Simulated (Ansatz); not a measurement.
# SrCl2 (Fm-3m) in Ansatz: a series of runs

The runs below take SrCl2 through single point, equation of state, with LDA.

Everything below comes from runs of Ansatz 0.2.0. Logs are shortened: lines on timing, memory, paths and dates and some standing lists are left out, and cuts for length are marked.

## Step 1: Starting point

The structure is cubic, space group Fm-3m (No. 225). The conventional cell has a = 6.977 Å, b = 6.977 Å, c = 6.977 Å, α = 90.00°, β = 90.00°, γ = 90.00°. Sr (site symmetry m-3m) has 8 Cl at 3.02 Å as nearest neighbours. Around Cl (site symmetry -43m) lie 4 Sr at 3.02 Å.

## Step 2: Single point, LDA, 26.60 Å³/atom (volume scaled by 0.94)

Input file input.yaml:

```yaml
crystal:
  lattice:
    - [0.0, 3.4171392023, 3.4171392023]
    - [3.4171392023, 0.0, 3.4171392023]
    - [3.4171392023, 3.4171392023, 0.0]
  atoms:
    - { symbol: Sr, position: [0.0, 0.0, 0.0] }
    - { symbol: Cl, position: [0.75, 0.75, 0.75] }
    - { symbol: Cl, position: [0.25, 0.25, 0.25] }
kpoints:
  mp_grid: { grid: [7, 7, 7] }
scf:
  occupations: { method: fermi_dirac, width: 0.05 }
hamiltonian:
  xc: lda
  pseudopotentials: { kind: all_electron, lapw: { basis_error: 0.002 } }
output:
  forces: true
  stress: true
  eigenvalues: true
```

Potentials or basis: all-electron LAPW, scalar-relativistic.

The run is started by

```
ansatz run input.yaml --threads 2 --pin off --max-ram 6144MiB --backend cpu --events-out ev --progress --plain --runs-dir out
```

Log:

```text
Warning: RAYON_NUM_THREADS=2 ignored (pool sized by the plan → 2); use --threads N
LAPW: plane waves up to 6.253 Å⁻¹, error target 2.0e-3 eV per atom; small_component_spin mean_spin; Cl in spheres of 1.437 Å, 15 of its electrons in bands, Dirac shells []; Sr in spheres of 1.522 Å, 26 of its electrons in bands, Dirac shells [] (how accurate: hamiltonian.pseudopotentials.lapw.basis_error, Limitations)
Engine: ansatz 0.2.0, x86_64-unknown-linux-gnu
Pseudopotentials: kind: all_electron
Pseudopotential: Sr, LAPW, valence charge 26, lapw/all_electron/scalar/gaussian/Sr, Koelling and Harmon's equation, gaussian nucleus
Pseudopotential: Cl, LAPW, valence charge 15, lapw/all_electron/scalar/gaussian/Cl, Koelling and Harmon's equation, gaussian nucleus
Functional definition: SPW92
  exchange = slater_x
  correlation = pw_c
Crystal: 3 atoms, lattice volume = 79.803 Å³
Basis set: ecut = 148.95107451316005 eV, 331 PW (Γ), exchange–correlation at level 2
Bands: 34, of which v1, the nominal top of the filled ones, is band 28 counted from 1 (27 counted from 0)
Symmetry: 48 space group operations
Space group: Fm-3m (ITA 225), of the structure as read, at distance tolerance 4.3e-5 Å
k-points: 20 of 343
Non-local potential: Sr, projectors of the file, none
Non-local potential: Cl, projectors of the file, none
Initial density: superposition of atomic densities (chi_scale 0.1, normalization cell, long waves kept (reshape's long-wave potential 0.00 eV rms))
Initial wavefunctions: plane waves of lowest kinetic energy (no species holds an atomic orbital)
Functional: x = slater, c = lda
iter 1 solved again at ethr=9.56e-4 eV; its pass at ethr=1.00e-1 eV (dr2=5.35e-1 eV) is discarded
SCF iter   1: F=—  HF=-111472.634300 eV  |F-HF|=—  |Δ(HF+E_count)|=         —  Δρ=1.89e-2  dr2=5.35e-1  ethr=9.56e-4  ⟨swp⟩=2.0  Hψ=4091  notcnv=0
preconditioner: auto → none  [insulator: Δε(μ)=5.764 eV  Ē_g=14.894 eV  σ=0.050 eV  W_gap=1.00  n_scr=14 (ndim 8)  ℏωp=19.5 eV  f_vac=0.105  D(μ)=0.00/eV (n_scr^D=0)  ε∞_Penn≈2.7]
iter 2 solved again at ethr=6.28e-5 eV; its pass at ethr=9.56e-4 eV (dr2=3.52e-2 eV) is discarded
SCF iter   2: F=—  HF=-111472.352911 eV  |F-HF|=—  |Δ(HF+E_count)|=   2.81e-1  Δρ=5.00e-3  dr2=3.52e-2  ethr=6.28e-5  ⟨swp⟩=2.0  Hψ=3615  notcnv=0
SCF iter   3: F=—  HF=-111472.342105 eV  |F-HF|=—  |Δ(HF+E_count)|=   1.08e-2  Δρ=2.80e-3  dr2=1.16e-2  ethr=6.28e-5  ⟨swp⟩=2.0  Hψ=2127  notcnv=0
SCF iter   4: F=—  HF=-111472.342155 eV  |F-HF|=—  |Δ(HF+E_count)|=   5.03e-5  Δρ=1.65e-4  dr2=2.57e-5  ethr=2.08e-5  ⟨swp⟩=2.0  Hψ=2074  notcnv=0
SCF iter   5: F=—  HF=-111472.342164 eV  |F-HF|=—  |Δ(HF+E_count)|=   9.37e-6  Δρ=4.65e-5  dr2=1.63e-6  ethr=4.59e-8  ⟨swp⟩=2.7  Hψ=2085  notcnv=0
SCF iter   6: F=-111472.342165 eV  HF=-111472.342165 eV  |F-HF|=2.45e-8  |Δ(HF+E_count)|=   5.29e-7  Δρ=7.33e-6  dr2=3.16e-8  ethr=2.92e-9  ⟨swp⟩=2.7  Hψ=2061  notcnv=0
SCF 1 converged in 6 iterations: F = -111472.342165 eV  dr2 = 3.16e-8
SCF converged after 6 iterations
Free energy (F): -111472.342165 eV
Harris-Foulkes:  -111472.342165 eV  (|F-HF|=2.45e-8)
Internal energy: -111472.342165 eV  (E = F + TS)
E sigma→0 (E₀):  -111472.342165 eV
Fermi energy:    7.025182 eV
--- Per-component energies (eV) ---
  E_band       = -5817.986529
  E_kinetic    = 114117.086625
  E_xc         = -4226.296841
  E_electrostatic = -221363.131949  (all electrons and nuclei)
  E_smearing   = -0.000000  (= −TS)
  E_closure    = 0.000000  (closes the sum)
  E_atoms      = -111458.265175  (free atoms, spherical and without spin; not in F)
  Σ components = -111472.342165   (vs F -111472.342165, Δ=0.00e0)
  Basis errors (estimates in eV, not in F): energy 7.9e-4 per atom: plane waves 7.2e-4 (4.2e-4 summed), levels above the bands 4.7e-55, relativity 2.2e-9, radial functions 6.9e-5, core shells 6.6e-7; eigenvalues (radial functions only) 1.3e-5; not estimated: angular momenta, meshes, grids; target (lapw.basis_error) 2.0e-3; muffin-tin radii Cl 1.437 Å, Sr 1.522 Å
--- Forces (eV/Å), atoms counted from 1 ---
  atom   1  Sr    -0.00000000     0.00000000     0.00000000
  atom   2  Cl     0.00000000    -0.00000000    -0.00000000
  atom   3  Cl    -0.00000000     0.00000000    -0.00000000
  max |Σ_I F_I| component: 2.31e-18 eV/Å
--- Stress (GPa, compression-positive) ---
       -0.635735      -0.000000       0.000000
       -0.000000      -0.635735      -0.000000
        0.000000      -0.000000      -0.635735
  P = ⅓ Tr σ = -0.6357 GPa (-6.357 kbar)
--- Band table (eV; the first three rows and the last of 20) ---
  k-point 0: bands = ["-242.7244", "-242.7244", "-242.7244", "-238.4434", "-238.4434", "-178.3211", "-178.3211", "-178.3211", "-178.3211", "-178.3211", "-178.3211", "-115.2928", "-115.2928", "-115.2899", "-115.2899", "-115.2899", "-28.0949", "-10.1551", "-10.1551", "-10.1551", "-9.0105", "-7.9963", "2.0350", "2.0350", "2.0350", "4.0739", "4.0739", "4.0739", "9.5608", "10.2349", "10.2349", "13.1763", "13.1763", "13.1763"]
  k-point 1: bands = ["-242.7244", "-242.7244", "-242.7244", "-238.4434", "-238.4434", "-178.3211", "-178.3211", "-178.3211", "-178.3211", "-178.3211", "-178.3211", "-115.2928", "-115.2928", "-115.2899", "-115.2899", "-115.2899", "-28.0940", "-10.2759", "-10.1590", "-10.1590", "-8.8345", "-8.0482", "2.1199", "2.1199", "2.2018", "3.7975", "3.9431", "3.9431", "10.0467", "10.4249", "10.4249", "12.3992", "13.1268", "13.1268"]
  k-point 2: bands = ["-242.7244", "-242.7244", "-242.7244", "-238.4434", "-238.4434", "-178.3211", "-178.3211", "-178.3211", "-178.3211", "-178.3211", "-178.3211", "-115.2928", "-115.2928", "-115.2899", "-115.2899", "-115.2899", "-28.0919", "-10.4678", "-10.1676", "-10.1676", "-8.5765", "-8.0966", "2.3425", "2.3425", "2.5630", "3.2698", "3.6402", "3.6402", "10.7706", "10.7706", "10.8726", "12.1813", "13.0773", "13.0773"]
  k-point 19: bands = ["-242.7244", "-242.7244", "-242.7244", "-238.4434", "-238.4434", "-178.3211", "-178.3211", "-178.3211", "-178.3211", "-178.3211", "-178.3211", "-115.2928", "-115.2928", "-115.2899", "-115.2899", "-115.2899", "-28.0884", "-10.5068", "-10.4257", "-10.2000", "-8.1936", "-8.1039", "1.6792", "2.0424", "2.8927", "3.2604", "4.0080", "4.2779", "10.2947", "11.3499", "11.5704", "11.7983", "12.6502", "13.8378"]
```

Run time: 2.7 s. Hardware: 2 threads of Intel Xeon Platinum 8259CL at 2.50GHz (Skylake/Cascade Lake), shared host; peak memory 0.32 GiB.

Results:

* Free energy: -111472.3422 eV
* Pressure: -0.6 GPa
* Band gap on the k mesh: 5.16 eV, indirect (least direct gap 5.35 eV)

Caveat: an odd mesh through Γ misses points on the zone boundary, where band edges often lie.

## Step 3: Single point, LDA, 27.17 Å³/atom (volume scaled by 0.96)

input.yaml, as its differences from that of step 2:

```diff
@@ -2,5 +2,5 @@
   lattice:
-    - [0.0, 3.4171392023, 3.4171392023]
-    - [3.4171392023, 0.0, 3.4171392023]
-    - [3.4171392023, 3.4171392023, 0.0]
+    - [0.0, 3.4412043558, 3.4412043558]
+    - [3.4412043558, 0.0, 3.4412043558]
+    - [3.4412043558, 3.4412043558, 0.0]
   atoms:
```

Potentials or basis: all-electron LAPW, scalar-relativistic.

The run is started by

```
ansatz run input.yaml --threads 2 --pin off --max-ram 6144MiB --backend cpu --events-out ev --progress --plain --runs-dir out
```

It took 2.8 s on 2 threads of Intel Xeon Platinum 8259CL at 2.50GHz (Skylake/Cascade Lake), shared host; peak memory 0.31 GiB.

Results (log left out):

```yaml
Free_energy: -111472.3310 eV
Pressure: -1.5 GPa
Band_gap_on_the_k_mesh: 5.07 eV, indirect (least direct gap 5.35 eV)
```

Caveat: an odd mesh through Γ misses points on the zone boundary, where band edges often lie.

## Step 4: Single point, LDA, 27.73 Å³/atom (volume scaled by 0.98)

input.yaml, as its differences from that of step 3:

```diff
@@ -2,5 +2,5 @@
   lattice:
-    - [0.0, 3.4412043558, 3.4412043558]
-    - [3.4412043558, 0.0, 3.4412043558]
-    - [3.4412043558, 3.4412043558, 0.0]
+    - [0.0, 3.4649375496, 3.4649375496]
+    - [3.4649375496, 0.0, 3.4649375496]
+    - [3.4649375496, 3.4649375496, 0.0]
   atoms:
```

The run is started by

```
ansatz run input.yaml --threads 2 --pin off --max-ram 6144MiB --backend cpu --events-out ev --progress --plain --runs-dir out
```

Wall time 2.8 s (2 threads of Intel Xeon Platinum 8259CL at 2.50GHz (Skylake/Cascade Lake), shared host); peak memory 0.31 GiB.

It converged, with:

| Quantity | Value |
| --- | --- |
| Free energy | -111472.3115 eV |
| Pressure | -2.2 GPa |
| Band gap on the k mesh | 4.99 eV, indirect (least direct gap 5.31 eV) |

Caveat: an odd mesh through Γ misses points on the zone boundary, where band edges often lie.

## Step 5: Single point, LDA, 28.30 Å³/atom

input.yaml, as its differences from that of step 4:

```diff
@@ -2,5 +2,5 @@
   lattice:
-    - [0.0, 3.4649375496, 3.4649375496]
-    - [3.4649375496, 0.0, 3.4649375496]
-    - [3.4649375496, 3.4649375496, 0.0]
+    - [0.0, 3.48835, 3.48835]
+    - [3.48835, 0.0, 3.48835]
+    - [3.48835, 3.48835, 0.0]
   atoms:
```

The run is started by

```
ansatz run input.yaml --threads 2 --pin off --max-ram 6144MiB --backend cpu --events-out ev --progress --plain --runs-dir out
```

Wall time 2.7 s (2 threads of Intel Xeon Platinum 8259CL at 2.50GHz (Skylake/Cascade Lake), shared host); peak memory 0.32 GiB.

The run converged. Its results:

```yaml
Free_energy: -111472.2847 eV
Pressure: -2.8 GPa
Band_gap_on_the_k_mesh: 4.92 eV, indirect (least direct gap 5.23 eV)
```

Caveat: an odd mesh through Γ misses points on the zone boundary, where band edges often lie.

## Step 6: Single point, LDA, 28.86 Å³/atom (volume scaled by 1.02)

input.yaml, as its differences from that of step 5:

```diff
@@ -2,5 +2,5 @@
   lattice:
-    - [0.0, 3.48835, 3.48835]
-    - [3.48835, 0.0, 3.48835]
-    - [3.48835, 3.48835, 0.0]
+    - [0.0, 3.5114523289, 3.5114523289]
+    - [3.5114523289, 0.0, 3.5114523289]
+    - [3.5114523289, 3.5114523289, 0.0]
   atoms:
```

Potentials or basis: all-electron LAPW, scalar-relativistic.

The run is started by

```
ansatz run input.yaml --threads 2 --pin off --max-ram 6144MiB --backend cpu --events-out ev --progress --plain --runs-dir out
```

It took 3.2 s on 2 threads of Intel Xeon Platinum 8259CL at 2.50GHz (Skylake/Cascade Lake), shared host; peak memory 0.32 GiB.

It converged, with:

```yaml
Free_energy: -111472.2515 eV
Pressure: -3.4 GPa
Band_gap_on_the_k_mesh: 4.84 eV, indirect (least direct gap 5.15 eV)
```

Caveat: an odd mesh through Γ misses points on the zone boundary, where band edges often lie.

## Step 7: Single point, LDA, 29.43 Å³/atom (volume scaled by 1.04)

input.yaml, as its differences from that of step 6:

```diff
@@ -2,5 +2,5 @@
   lattice:
-    - [0.0, 3.5114523289, 3.5114523289]
-    - [3.5114523289, 0.0, 3.5114523289]
-    - [3.5114523289, 3.5114523289, 0.0]
+    - [0.0, 3.5342546063, 3.5342546063]
+    - [3.5342546063, 0.0, 3.5342546063]
+    - [3.5342546063, 3.5342546063, 0.0]
   atoms:
```

The run is started by

```
ansatz run input.yaml --threads 2 --pin off --max-ram 6144MiB --backend cpu --events-out ev --progress --plain --runs-dir out
```

It took 3.2 s on 2 threads of Intel Xeon Platinum 8259CL at 2.50GHz (Skylake/Cascade Lake), shared host; peak memory 0.32 GiB.

Results (log left out):

* Free energy: -111472.2125 eV
* Pressure: -3.9 GPa
* Band gap on the k mesh: 4.77 eV, indirect (least direct gap 5.07 eV)

Caveat: an odd mesh through Γ misses points on the zone boundary, where band edges often lie.

## Step 8: Single point, LDA, 30.00 Å³/atom (volume scaled by 1.06)

input.yaml, as its differences from that of step 7:

```diff
@@ -2,5 +2,5 @@
   lattice:
-    - [0.0, 3.5342546063, 3.5342546063]
-    - [3.5342546063, 0.0, 3.5342546063]
-    - [3.5342546063, 3.5342546063, 0.0]
+    - [0.0, 3.5567663891, 3.5567663891]
+    - [3.5567663891, 0.0, 3.5567663891]
+    - [3.5567663891, 3.5567663891, 0.0]
   atoms:
```

The run is started by

```
ansatz run input.yaml --threads 2 --pin off --max-ram 6144MiB --backend cpu --events-out ev --progress --plain --runs-dir out
```

Run time: 3.3 s. Hardware: 2 threads of Intel Xeon Platinum 8259CL at 2.50GHz (Skylake/Cascade Lake), shared host; peak memory 0.32 GiB.

The run converged. Its results:

| Property | Result |
| --- | --- |
| Free energy | -111472.1684 eV |
| Pressure | -4.4 GPa |
| Band gap on the k mesh | 4.70 eV, indirect (least direct gap 4.99 eV) |

Caveat: an odd mesh through Γ misses points on the zone boundary, where band edges often lie.

## Step 9: Equation of state, LDA

Potentials or basis: all-electron LAPW, scalar-relativistic.

No new run: the results of the series are fitted here.

Results:

```
Equilibrium volume : 26.21 Å³/atom (rough: see the caveat)
Bulk modulus       : 44 GPa (rough)
```

Energy against volume, from the lowest point:
| volume (Å³/atom) | energy (meV/atom) |
| --- | --- |
| 26.601 | 0.00 |
| 27.167 | 3.73 |
| 27.733 | 10.22 |
| 28.299 | 19.14 |
| 28.865 | 30.22 |
| 29.431 | 43.22 |
| 29.997 | 57.92 |

Caveat: the minimum lies outside the volumes run.
